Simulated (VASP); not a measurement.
# CdS (Fm-3m) in VASP: a series of runs

One crystal, CdS, is run at these levels: PBE; tasks: G0W0 quasiparticle levels.

Program: VASP 6.6.1. These are calculated values, not measurements. Logs are shortened: lines on timing, memory, paths and dates and some standing lists are left out, and cuts for length are marked.

## 1. The crystal as given

It takes space group Fm-3m (No. 225, cubic). The conventional cell has a = 5.506 Å, b = 5.506 Å, c = 5.506 Å, α = 90.00°, β = 90.00°, γ = 90.00°. Around Cd (site symmetry m-3m) lie 6 S at 2.75 Å. S (site symmetry m-3m) is surrounded by 6 Cd at 2.75 Å.

Measurements of this composition are mostly on another form, of space group No. 186.

## 2. G0W0 quasiparticle levels, PBE

Contents of POSCAR:

```
CdS
1.0
    0.0000000000      2.7532440000      2.7532440000
    2.7532440000      0.0000000000      2.7532440000
    2.7532440000      2.7532440000      0.0000000000
Cd S
1 1
Direct
    0.0000000000      0.0000000000      0.0000000000
    0.5000000000      0.5000000000      0.5000000000
```

Contents of INCAR.step1:

```
SYSTEM = CdS
  PREC = Accurate
  ENCUT = 450
  EDIFF = 1E-8
  ISMEAR = 0
  SIGMA = 0.01
  LREAL = .FALSE.
  LASPH = .TRUE.
  NELM = 80
  ALGO = Fast
  LWAVE = .TRUE.
  LCHARG = .FALSE.
  GGA = PE
```

Contents of INCAR.step2:

```
SYSTEM = CdS
  PREC = Accurate
  ENCUT = 450
  EDIFF = 1E-8
  ISMEAR = 0
  SIGMA = 0.01
  LREAL = .FALSE.
  LASPH = .TRUE.
  NELM = 1
  ALGO = Exact
  LWAVE = .TRUE.
  LCHARG = .FALSE.
  GGA = PE
  NBANDS = 21
  LOPTICS = .TRUE.
  ISTART = 1
```

Contents of INCAR.step3:

```
SYSTEM = CdS
  PREC = Accurate
  ENCUT = 450
  EDIFF = 1E-8
  ISMEAR = 0
  SIGMA = 0.01
  LREAL = .FALSE.
  LASPH = .TRUE.
  ALGO = EVGW0
  LWAVE = .FALSE.
  LCHARG = .FALSE.
  GGA = PE
  NELMGW = 1
  NBANDS = 21
  ENCUTGW = 200
  NOMEGA = 48
  PRECFOCK = Fast
  ISTART = 1
  NBANDSGW = 17
```

Contents of KPOINTS:

```
regular mesh
0
G
  3 3 3
  0 0 0
```

Potentials or basis: VASP PAW PBE potentials, release 64 (Cd_GW, S_GW).

Launch:

```sh
cat potpaw_PBE.64/Cd_GW/POTCAR potpaw_PBE.64/S_GW/POTCAR > POTCAR
cp INCAR.step1 INCAR
mpirun -np 1 vasp_std > vasp.out
cp INCAR.step2 INCAR
mpirun -np 1 vasp_std > vasp.out
cp INCAR.step3 INCAR
mpirun -np 1 vasp_std > vasp.out
```

OUTCAR:

```text
SYSTEM = CdS
   PREC = Accurate
   ENCUT = 450
   EDIFF = 1E-8
   ISMEAR = 0
   LREAL = .FALSE.
   LASPH = .TRUE.
   GGA = PE
   NELMGW = 1
   ENCUTGW = 200
   PRECFOCK = Fast
   ISTART = 1

 Found      4 irreducible k-points:

 Following reciprocal coordinates:
            Coordinates               Weight
  0.000000  0.000000  0.000000      1.000000
  0.333333  0.000000  0.000000      8.000000
  0.333333  0.333333  0.000000      6.000000
 -0.333333  0.333333  0.000000     12.000000
   k-points           NKPTS =      4   k-points in BZ     NKDIM =     27   number of bands    NBANDS=     21
   number of dos      NEDOS =    301   number of ions     NIONS =      2
   total plane-waves  NPLWV =  21952
   dimension x,y,z NGX =    28 NGY =   28 NGZ =   28
   dimension x,y,z NGXF=    56 NGYF=   56 NGZF=   56
   ions per type =               1   1
   NGX,Y,Z   is equivalent  to a cutoff of  11.95, 11.95, 11.95 a.u.
   NGXF,Y,Z  is equivalent  to a cutoff of  23.91, 23.91, 23.91 a.u.
 SYSTEM =  CdS
   PREC   = accura    normal or accurate (medium, high low for compatibility)
   ISTART =      1    job   : 0-new  1-cont  2-samecut
   ICHARG =      0    charge: 1-file 2-atom 10-const
   ISPIN  =      1    spin polarized calculation?
   LNONCOLLINEAR =      F non collinear calculations
   LSORBIT =      F    spin-orbit coupling
   LASPH  =      T    aspherical Exc in radial PAW
   ENCUT  =  450.0 eV  33.07 Ry    5.75 a.u.   6.73  6.73  6.73*2*pi/ulx,y,z
   NELM   =     60;   NELMIN=  2; NELMDL=  0     # of ELM steps
   EDIFF  = 0.1E-07   stopping-criterion for ELM
   LREAL  =      F    real-space projection
   EDIFFG = 0.1E-06   stopping-criterion for IOM
   NSW    =      0    number of steps for IOM
   IBRION =     -1    ionic relax: 0-MD 1-quasi-New 2-CG
   NFREE  =      0    steps in history (QN), initial steepest desc. (CG)
   ISIF   =      0    stress and relaxation
   ISYM   =      3    0-nonsym 1-usesym 2-fastsym
   POTIM  = 0.5000    time-step for ionic-motion
   TEBEG  =    0.0;   TEEND  =   0.0 temperature during run
   PSTRESS=    0.0 pullay stress
   NELECT =      18.0000    total number of electrons
   NUPDOWN=      -1.0000    fix difference up-down
   EMIN   =  10.00;   EMAX   =-10.00  energy-range for DOS
   EFERMI =   0.00;   METHOD = LEGACY
   ISMEAR =     0;   SIGMA  =   0.01  broadening in eV -4-tet -1-fermi 0-gaus
   EFERMI_NEDOS =   21; number of points for ismear=-14 and -15
   IALGO  =     38    algorithm
   IMIX   =      4    mixing-type and parameters
     AMIX     =   0.40;   BMIX     =  1.00
     AMIX_MAG =   1.60;   BMIX_MAG =  1.00
  volume/ion in A,a.u.               =      20.87       140.84
  Fermi-wavevector in a.u.,A,eV,Ry     =   1.236833  2.337275 20.813583  1.529755
  Thomas-Fermi vector in A             =   2.371425
   LORBIT       =      0    0 simple, 1 ext, 2 COOP (PROOUT), +10 PAW based schemes
   GGA     = PE    functional components
   LHFCALC =     T    Hartree Fock is set to
   PRECFOCK=fast      Normal, Fast or Accurate (Low or Medium for compatibility)
   ENCUT4O =  -1.0   cutoff for four orbital integrals eV
   NKREDX  =     1    reduce k-point grid by
   NKREDY  =     1    reduce k-point grid by
   NKREDZ  =     1    reduce k-point grid by
   AEXX    =    1.0000 exact exchange contribution
   HFSCREEN=    0.0000 screening length (either q_TF or 0.3 A-1)
   HFSCREENC=   0.0000 screening length for correlation (either q_TF or 0.3 A-1)
   ENCUTFOCK=  -1.0 apply spherical cutoff to Coloumb kernel
   IVDW    =     0    specifies the selected vdW correction
   LEPSILON=     F    determine dielectric tensor
   LRPA    =     F    only Hartree local field effects (RPA)
   LRPAFORCE           =     F    calculate RPA forces
   ENCUTGW             = 200.0    cutoff for response function in eV
   ENCUTGWSOFT         = 160.0    soft cutoff for Coulomb kernel in GW response function in eV
   ENCUTLF             =  -1.0    cutoff for local field effects
   NELMGW              =     1    number of iterations in solving QP/BSE equation
   NELMHF              =     1    number of iterations in the inner HF iteration
   NKREDLFX            =     1    NKREDLFY  =   1   NKREDLFZ  =   1
 non-spin polarized calculation
 Gauss-broadening in eV      SIGMA  =   0.01
  energy-cutoff  :      450.00
  volume of cell :       41.74
 maximum number of plane-waves:       906
  NGX = 16; NGY = 16; NGZ = 16
   NGX = 13   NGY = 13   NGZ = 13
 maximum number of plane-waves:       283

 QP shifts <psi_nk| G(iteration)W_0 |psi_nk>: iteration 1
 for sc-GW calculations column KS-energies equals QP-energies in previous step
 and V_xc(KS)=  KS-energies - (<T + V_ion + V_H > + <T+V_H+V_ion>^1  + <V_x>^1)

 k-point   1 :       0.0000    0.0000    0.0000
  band No.  KS-energies  QP-energies   sigma(KS)   V_xc(KS)     V^pw_x(r,r')   Z            occupation Imag(sigma)

      1      -8.2276      -8.0320     -12.3708     -12.6774     -20.6295       0.6379       2.0000       1.5685
      2      -3.3314      -4.5048     -17.0385     -15.3689     -23.1447       0.7028       2.0000       0.2951
      3      -3.3314      -4.5048     -17.0385     -15.3689     -23.1447       0.7028       2.0000       0.2951
      4      -3.3314      -4.5048     -17.0385     -15.3689     -23.1447       0.7028       2.0000       0.2951
      5      -3.3250      -4.4994     -17.1701     -15.5047     -23.4091       0.7052       2.0000       0.3649
      6      -3.3250      -4.4994     -17.1701     -15.5047     -23.4091       0.7052       2.0000       0.3649
      7       3.7196       3.9655     -12.7500     -13.0850     -16.2014       0.7339       2.0000       0.1861
      8       3.7196       3.9655     -12.7500     -13.0850     -16.2014       0.7339       2.0000       0.1861
      9       3.7196       3.9655     -12.7500     -13.0850     -16.2014       0.7339       2.0000       0.1861
     10       5.1941       6.2703      -9.7785     -11.1650      -6.6880       0.7761       0.0000      -0.1091
     11      13.5340      14.7738      -8.6367     -10.2256      -4.9391       0.7802       0.0000      -0.2695
     12      13.5340      14.7738      -8.6367     -10.2256      -4.9391       0.7802       0.0000      -0.2695
     13      13.5340      14.7738      -8.6367     -10.2256      -4.9391       0.7802       0.0000      -0.2695
     14      15.5411      16.1337      -6.1463      -6.9095      -1.8398       0.7765       0.0000      -0.3369
     15      15.6056      17.1177      -8.1417     -10.1578      -3.6388       0.7500       0.0000      -0.5883
     16      15.6056      17.1177      -8.1417     -10.1578      -3.6388       0.7500       0.0000      -0.5883
     17      15.6056      17.1177      -8.1417     -10.1578      -3.6388       0.7500       0.0000      -0.5883

 k-point   2 :       0.3333    0.0000    0.0000
  band No.  KS-energies  QP-energies   sigma(KS)   V_xc(KS)     V^pw_x(r,r')   Z            occupation Imag(sigma)

      1      -7.4582      -7.2430     -12.8314     -13.1618     -20.8816       0.6515       2.0000       1.3876
      2      -3.5366      -4.6559     -16.8545     -15.2501     -23.1242       0.6977       2.0000       0.3805
      3      -3.5366      -4.6559     -16.8545     -15.2501     -23.1242       0.6977       2.0000       0.3805
      4      -3.4494      -4.5685     -16.6293     -15.0321     -22.7137       0.7006       2.0000       0.3319
      5      -3.1878      -4.3776     -17.2373     -15.5483     -23.3571       0.7045       2.0000       0.2960
      6      -3.1878      -4.3776     -17.2373     -15.5483     -23.3571       0.7045       2.0000       0.2960
      7       0.2810       0.2590     -11.7802     -11.7510     -15.6613       0.7510       2.0000       0.3900
      8       4.2280       4.4431     -13.2353     -13.5261     -16.5622       0.7397       2.0000       0.1646
      9       4.2280       4.4431     -13.2353     -13.5261     -16.5622       0.7397       2.0000       0.1646
     10       7.9525       8.9035      -8.9982     -10.2212      -5.6880       0.7776       0.0000      -0.1441
     11      10.8950      12.3724      -9.8391     -11.7908      -5.9523       0.7570       0.0000      -0.2833
     12      10.9457      12.2053      -8.5233     -10.1402      -4.9996       0.7790       0.0000      -0.2173
     13      10.9457      12.2053      -8.5233     -10.1402      -4.9996       0.7790       0.0000      -0.2173
     14      15.3946      16.4651      -7.5234      -8.8973      -3.2307       0.7792       0.0000      -0.4502
     15      15.8326      17.4101      -8.6463     -10.6923      -4.6916       0.7710       0.0000      -0.4023
     16      15.8326      17.4101      -8.6463     -10.6923      -4.6916       0.7710       0.0000      -0.4023
     17      21.5623      23.6872      -8.3431     -11.0367      -3.7775       0.7889       0.0000      -1.0286

 k-point   3 :       0.3333    0.3333    0.0000
  band No.  KS-energies  QP-energies   sigma(KS)   V_xc(KS)     V^pw_x(r,r')   Z            occupation Imag(sigma)

      1      -7.4873      -7.3291     -13.1115     -13.3586     -21.1870       0.6405       2.0000       1.3268
      2      -3.4403      -4.5957     -16.8533     -15.2040     -22.9534       0.7006       2.0000       0.3006
      3      -3.2483      -4.4336     -17.2596     -15.5836     -23.5003       0.7073       2.0000       0.3567
      4      -3.1787      -4.1893     -16.4636     -15.0298     -22.6047       0.7048       2.0000       0.4263
      5      -3.1578      -4.3443     -17.2323     -15.5468     -23.3394       0.7039       2.0000       0.2897
      6      -3.1578      -4.3443     -17.2323     -15.5468     -23.3394       0.7039       2.0000       0.2897
      7       1.1879       1.1802     -12.0752     -12.0649     -15.6816       0.7459       2.0000       0.3037
      8       2.7173       2.8526     -12.2487     -12.4333     -15.8230       0.7331       2.0000       0.2300
      9       2.7173       2.8526     -12.2487     -12.4333     -15.8230       0.7331       2.0000       0.2300
     10       5.9749       7.1436      -9.3659     -10.8689      -6.5167       0.7776       0.0000      -0.1045
     11      10.8147      11.6283      -8.2495      -9.2890      -4.7288       0.7827       0.0000      -0.1698
     12      12.2754      13.5631      -9.7051     -11.4223      -5.8135       0.7499       0.0000      -0.2882
     13      14.1558      15.6009      -8.7467     -10.6264      -4.6148       0.7688       0.0000      -0.3884
     14      14.1558      15.6009      -8.7467     -10.6264      -4.6148       0.7688       0.0000      -0.3884
     15      17.6796      19.4471      -9.6764     -11.9676      -5.4647       0.7714       0.0000      -0.5956
     16      19.5780      21.7021      -8.8391     -11.5431      -4.2763       0.7855       0.0000      -0.8742
     17      19.5780      21.7021      -8.8391     -11.5431      -4.2763       0.7855       0.0000      -0.8742

 k-point   4 :      -0.3333    0.3333    0.0000
  band No.  KS-energies  QP-energies   sigma(KS)   V_xc(KS)     V^pw_x(r,r')   Z            occupation Imag(sigma)

      1      -7.1911      -7.0305     -13.3864     -13.6349     -21.4150       0.6460       2.0000       1.2563
      2      -3.4627      -4.5922     -16.9438     -15.3331     -23.2267       0.7013       2.0000       0.3856
      3      -3.4290      -4.5478     -16.6596     -15.0641     -22.7524       0.7013       2.0000       0.3316
      4      -3.2652      -4.4250     -16.9779     -15.3252     -23.0690       0.7018       2.0000       0.3056
      5      -3.1336      -4.3278     -17.2853     -15.5915     -23.3913       0.7051       2.0000       0.2858
      6      -2.8377      -3.8960     -17.1093     -15.6201     -23.2646       0.7107       2.0000       0.3719
      7       0.6035       0.6188     -11.5900     -11.6104     -15.2753       0.7521       2.0000       0.3501
      8       1.2571       1.2200     -11.6489     -11.5987     -15.3792       0.7393       2.0000       0.3299
      9       3.5116       3.6531     -12.7292     -12.9206     -16.0948       0.7395       2.0000       0.1875
     10       7.1880       8.3536      -9.4178     -10.9194      -6.4109       0.7763       0.0000      -0.1254
     11      10.8210      12.0244      -9.4018     -10.9749      -5.8056       0.7650       0.0000      -0.2157
     12      12.1783      13.5983      -9.1367     -11.0007      -5.4499       0.7618       0.0000      -0.2776
     13      12.4002      13.6030      -9.1041     -10.6858      -5.2947       0.7604       0.0000      -0.2540
     14      15.4239      16.8300      -8.2731     -10.0748      -4.1080       0.7804       0.0000      -0.4778
     15      16.3045      17.8148      -8.3306     -10.3050      -4.2935       0.7649       0.0000      -0.4071
     16      19.7755      21.8252      -8.5640     -11.1812      -3.9642       0.7832       0.0000      -0.9590
     17      20.9739      23.1800      -8.4885     -11.2693      -4.0494       0.7933       0.0000      -0.9718
```

Wall time 20 s (1 thread of Intel Xeon 6975P-C (Granite Rapids), shared host); peak memory 0.27 GiB.

These settings aren't checked as converged: the numbers below hold their error.

What came out:

```yaml
Band_gap_on_the_k_mesh_mean-field_level: 0.97 eV, indirect (least direct gap 1.47 eV)
Quasiparticle_gap: 1.83 eV
Least_direct_quasiparticle_gap: 2.30 eV
```

Caveat: the k mesh is coarse (spacing up to 0.66 Å⁻¹), so the values aren't converged; bands, screening cutoff and mesh are small and nothing is extrapolated, so the quasiparticle values aren't converged; an odd mesh through Γ misses points on the zone boundary, where band edges often lie.

(Continued in part 2 of 2.)
